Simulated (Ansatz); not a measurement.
NiO:

```xyz
2
Lattice="2.7831 0.0000 0.0000 -1.3915 2.4102 0.0000 0.0000 0.0000 2.7161" Properties=species:S:1:pos:R:3 pbc="T T T"
Ni    0.0000    0.0000    0.0000
O     1.3915    0.8034    1.3581
```

Measurements of this composition are mostly on another form, of space group No. 225.

- Program: Ansatz 0.2.0
- Task: relaxation of cell and atoms
- Functional: B3LYP
- Potentials or basis: Ansatz PAW
- Cutoff: 420 eV (not typed: the program's choice for these potentials)
- k mesh: 6 × 6 × 5
- Occupations: fermi-dirac, width 0.05 eV
- Spin: collinear spin, ferromagnetic start
- Starting moments: [1.0, 0.0] μB

At the start: volume 9.11 Å³/atom.

**Question.** How do energy, volume and symmetry change on relaxing?

**Answer.** It ends after 7 steps and the volume is 9.66 Å³/atom (+6.0 %); space group P-6m2 (No. 187, to 0.05 Å); moment 2.00 μB per cell.

The path:
| step | energy change (eV) | largest force (eV/Å) | volume (Å³) |
| --- | --- | --- | --- |
| 1 | 0.0000 | 0.0000 | 18.22 |
| 2 | -0.0340 | 0.0000 | 18.82 |
| 3 | -0.0391 | 0.0000 | 19.21 |
| 4 | -0.0389 | 0.0000 | 19.27 |
| 5 | -0.0460 | 0.0000 | 19.27 |
| 6 | -0.0459 | 0.0000 | 19.32 |
| 7 | -0.0460 | 0.0000 | 19.32 |

Final structure:
```
Ni O
1.0
     2.86663    0.00000    0.00000
    -1.43331    2.48257    0.00000
     0.00000    0.00000    2.71435
Ni O
1 1
Cartesian
  0.0000 0.0000 0.0000
  1.4333 0.8275 1.3572
```

Caveat: the k mesh is coarse (spacing up to 0.46 Å⁻¹), so the values aren't converged, least of all with exact exchange; the magnetic or orbital state may not be the lowest; the plane-wave basis is chosen anew once the cell has moved, so the energies of steps on either side of that aren't comparable; the pressure holds a Pulay correction of +0.8 GPa for the finite cutoff; a cell with one magnetic atom can't hold antiferromagnetic order, which such compounds often take; the PAW data sets come from PBE, with cores solved anew for the run's functional, which leaves a small shift of forces and pressure.
